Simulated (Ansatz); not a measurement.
# HfSiO4: the cost of one run

Computed with Ansatz 0.2.0 (DFT PBE, scalar-relativistic, plane waves, PAW, unless a step's input says otherwise).

1 further run of the same task is left out (it didn't finish).

**1. The starting structure**

Symmetry: P4/mmm, No. 123, tetragonal system. The conventional cell has a = 3.691 Å, b = 3.691 Å, c = 5.219 Å, α = 90.00°, β = 90.00°, γ = 90.00°. Hf (site symmetry 4/mmm) has 8 O at 2.26 Å as nearest neighbours. Around Si (site symmetry 4/mmm) lie 8 O at 2.26 Å. O (site symmetry 2mm) has 2 Hf at 2.26 Å and 2 Si at 2.26 Å as nearest neighbours.

As a file:

```cif
data_structure
_symmetry_space_group_name_H-M 'P4/mmm'
_symmetry_Int_Tables_number 123
_cell_length_a 3.6906
_cell_length_b 3.6906
_cell_length_c 5.2192
_cell_angle_alpha 90.000
_cell_angle_beta 90.000
_cell_angle_gamma 90.000
_cell_volume 71.09
loop_
_atom_site_label
_atom_site_type_symbol
_atom_site_symmetry_multiplicity
_atom_site_Wyckoff_symbol
_atom_site_fract_x
_atom_site_fract_y
_atom_site_fract_z
_atom_site_occupancy
Hf1 Hf 1 a 0.00000 0.00000 0.00000 1
Si1 Si 1 d 0.50000 0.50000 0.50000 1
O1 O 4 i 0.50000 0.00000 0.25000 1
```

The start is an ordering of an alloy on its end members' structure types: elements ordered on the sites of the HfO2 type, Hf/Si on Hf (P4/mmm, No. 123).

**2. The guess as it stands, on a coarse mesh**

Contents of input.yaml:

```yaml
crystal:
  lattice:
    - [3.69055784, 0.0, 0.0]
    - [0.0, 3.69055784, 0.0]
    - [0.0, 0.0, 5.21923694]
  atoms:
    - { symbol: Hf, position: [0.0, 0.0, 0.0] }
    - { symbol: Si, position: [0.5, 0.5, 0.5] }
    - { symbol: O, position: [0.5, 0.0, 0.25] }
    - { symbol: O, position: [0.0, 0.5, 0.75] }
    - { symbol: O, position: [0.5, 0.0, 0.75] }
    - { symbol: O, position: [0.0, 0.5, 0.25] }
basis:
  ecutwfc: 420
kpoints:
  mp_grid: { grid: [6, 6, 4] }
hamiltonian:
  xc: pbe
scf:
  occupations: { method: gaussian, width: 0.1 }
  lower_state_search: "off"
output:
  forces: true
  stress: true
  eigenvalues: true
```

Command:

```bash
$ ansatz run input.yaml --threads 1 --pin off --max-ram 2560MiB --backend cpu --events-out ev --progress --plain --runs-dir out
```

Q: Estimate wall time and peak memory on 1 thread of Intel Xeon at 2.70GHz, shared host.

About 5.4 s, with a peak of 0.39 GiB.
